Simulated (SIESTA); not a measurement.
**Au under changes of volume**

One of the cells (17.771 Å³/atom); the others are scaled copies at fixed shape and fractional positions:

```xyz
2
Lattice="2.9000 0.0000 0.0000 -1.4500 2.5115 0.0000 0.0000 0.0000 4.8800" Properties=species:S:1:pos:R:3 pbc="T T T"
Au    1.4500    0.8372    1.2200
Au    0.0000    1.6743    3.6600
```

This isn't the form of Au at room conditions, which is fcc.

- Program: SIESTA 5.4.2
- Functional: PBEsol
- Potentials or basis: PseudoDojo 0.4 standard (PBEsol files)
- Basis: DZP (energy shift 0.003 Ry; two zetas on semicore shells)
- Grid cutoff: 800 Ry
- Energy shift: 0.003 Ry
- k mesh: 11 × 11 × 6
- Occupations: fermi-dirac, width 0.05 eV
- Spin: no spin polarisation

```tsv
volume (Å³/atom)	energy over the lowest point (meV/atom)	pressure (GPa)
16.705	7.31	5.2
17.060	0.00	1.5
17.416	0.67	-2.0
17.771	8.78	-5.2
18.127	?	?
18.482	42.70	-10.0
18.837	67.39	-12.2
```

Problem. What does the run at 18.127 Å³/atom give?

Solution. Energy over the lowest point 23.17 meV/atom; pressure -7.7 GPa.

Worked out: A Birch-Murnaghan fit of order 3 (a polynomial in V^(-2/3)) to the other rows has its minimum at 17.20 Å³/atom with B0 = V·E''(V) = 169 GPa and B' = 5.2 at fixed shape and positions, which overstates the stiffness. It gives 22.97 meV/atom at 18.127 Å³/atom, against the run's 23.17, and -dE/dV = -7.7 GPa, against -7.7.

Energies are extrapolated to zero smearing.

Caveats: short orbitals over semicore shells can move pressures by several GPa; the basis of atomic orbitals isn't converged, which shifts pressures, moduli and gaps.
